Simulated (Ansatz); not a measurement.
## Ge in Ansatz: the effect of functional

The system is Ge.

```xyz
2
Lattice="-2.5448 2.7029 1.4651 2.5448 -2.7029 1.4651 2.5448 2.7029 -1.4651" Properties=species:S:1:pos:R:3 pbc="T T T"
Ge    0.0000    1.3514    0.1877
Ge    2.5448    1.3514    1.2774
```

This isn't the form of Ge at room conditions, which is diamond.

The cell isn't the ideal one: volume scaled by 1.06.

Alike in all runs:

| Quantity | Value |
| --- | --- |
| Program | Ansatz 0.2.0 |
| Task | single point |
| Potentials or basis | Ansatz PAW |
| k mesh | 11 × 11 × 11 |
| Occupations | fermi-dirac, width 0.05 eV |
| Spin | no spin polarisation |

Task: One run gave: pressure -4.9 GPa; largest force 0.10 eV/Å. Which functional did it use?
A. PBEsol
B. LDA
C. r2SCAN

Result: C.

```tsv
functional	cutoff	pressure (GPa)	largest force (eV/Å)
LDA	420 eV (not typed: the program's choice for these potentials)	-7.4	0.07
PBEsol	420 eV (not typed: the program's choice for these potentials)	-5.9	0.06
r2SCAN	500 eV (not typed: the program's choice for these potentials)	-4.9	0.10
```

Caveats: the PAW data sets come from PBE, with cores solved anew for the run's functional, which leaves a small shift of forces and pressure.
